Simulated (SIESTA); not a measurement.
The system is I.

```
CELL_PARAMETERS angstrom
3.63503 -2.39502 0.00000
3.63503 2.39502 0.00000
0.00000 0.00000 9.79344
ATOMIC_POSITIONS crystal
I 0.64930 0.35070 0.38440
I 0.14930 0.85070 0.11560
I 0.35070 0.64930 0.61560
I 0.85070 0.14930 0.88440
```

```yaml
Program: SIESTA 5.4.2
Task: single point
Functional: PBE
Potentials_or_basis: PseudoDojo 0.4 standard (PBE files)
Basis: DZP (energy shift 0.003 Ry)
Grid_cutoff: 500 Ry
Energy_shift: 0.003 Ry
k_mesh: 7 × 7 × 3
Occupations: fermi-dirac, width 0.05 eV
Spin: no spin polarisation
```

On this cell: pressure 2.2 GPa; largest force 1.375 eV/Å; band gap on the k mesh 1.18 eV, indirect (least direct gap 1.28 eV).

The same run follows on a disturbed copy (atoms moved at random, drawn with an rms of 0.05 Å):

```xyz
4
Lattice="3.6350 -2.3950 0.0000 3.6350 2.3950 0.0000 0.0000 0.0000 9.7934" Properties=species:S:1:pos:R:3 pbc="T T T"
I     3.6359   -0.7347    3.7504
I     3.6085    1.6478    1.1127
I     3.6783    0.6668    6.0276
I     3.6349   -1.6587    8.6397
```

**Question.** What changes?

**Answer.** The energy moves by -7.0 meV/atom; pressure 1.9 GPa; largest force 1.451 eV/Å; band gap on the k mesh 1.14 eV, indirect (least direct gap 1.25 eV).

Forces on the atoms (eV/Å):
```
I   -0.013 -0.775 -1.227
I    0.003 -0.490  0.940
I   -0.001  0.774  1.208
I    0.010  0.491 -0.920
```

Stress tensor (GPa, compression positive):
```
0.52 0.03 0.02
0.03 1.49 0.36
0.02 0.36 3.78
```

Caveats: spin-orbit coupling is left out, which moves the levels of the heavy elements; an odd mesh through Γ misses points on the zone boundary, where band edges often lie; the basis of atomic orbitals isn't converged, which shifts pressures, moduli and gaps; forces of over 1 eV/Å show positions far from the minimum, so gaps and moduli don't describe the material at rest (some runs).
